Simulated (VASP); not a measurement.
Write the native input for VASP 6.6.1 that does the following.

```
Task                   : relaxation of cell and atoms
Functional             : PBEsol
Potentials or basis    : VASP PAW PBE potentials, release 64 (Ti_sv, S)
Cutoff                 : 600 eV
k mesh                 : 12 × 12 × 7
Occupations            : methfessel-paxton, width 0.1 eV
Spin                   : no spin polarisation
Further INCAR settings : ALGO = Normal; EDIFF = 1e-07; IBRION = 2; EDIFFG = -0.005; NSW = 90; ISIF = 3
```

The structure of TiS2 lies in POSCAR:

```
TiS2                                    
1.0
    3.3494092655      0.0000000000     -0.0000000000
   -1.6747046327      2.9006735115      0.0000000000
   -0.0000000000     -0.0000000000      5.6542888846
  Ti              S             
     1     2
Direct
     0.0000000000000000    0.0000000000000000    0.0000000000000000
     0.3333333332999970    0.6666666667000030    0.2522247027221042
     0.6666666667000030    0.3333333332999970    0.7477752972778959
```

The input as run:

INCAR

```
SYSTEM = TiS2
PREC = Accurate
ENCUT = 600
EDIFF = 1E-7
ISMEAR = 1
SIGMA = 0.1
LREAL = .FALSE.
LASPH = .TRUE.
NELM = 80
ALGO = Normal
ISIF = 3
LWAVE = .FALSE.
LCHARG = .FALSE.
GGA = PS
IBRION = 2
NSW = 90
EDIFFG = -0.005
```

KPOINTS

```
regular mesh
0
G
  12 12 7
  0 0 0
```

Potentials or basis: VASP PAW PBE potentials, release 64 (Ti_sv, S).

Run with:

```sh
$ cat potpaw_PBE.64/Ti_sv/POTCAR potpaw_PBE.64/S/POTCAR > POTCAR
$ mpirun -np 1 vasp_std > vasp.out
```

Results of the run:

```json
{
  "Relaxed volume": "18.31 Å³/atom",
  "Relaxed cell": "a = 3.349 Å, b = 3.349 Å, c = 5.656 Å, α = 90.00°, β = 90.00°, γ = 120.00°",
  "Space group after relaxing (to 0.05 Å)": "P-3m1 (No. 164)",
  "Energy gained by relaxing": "0.0 meV/atom",
  "Ionic steps": "2",
  "Pressure after relaxing": "0.0 GPa",
  "Band gap on the k mesh": "none (metal or under the smearing width)"
}
```

Caveat: the PAW data sets were made with another functional, which shifts forces and pressure a little.

Wall time 100 s on 1 thread of Intel(R) Xeon(R) 6975P-C (Granite Rapids), with other jobs on the host, peak memory 0.26 GiB.
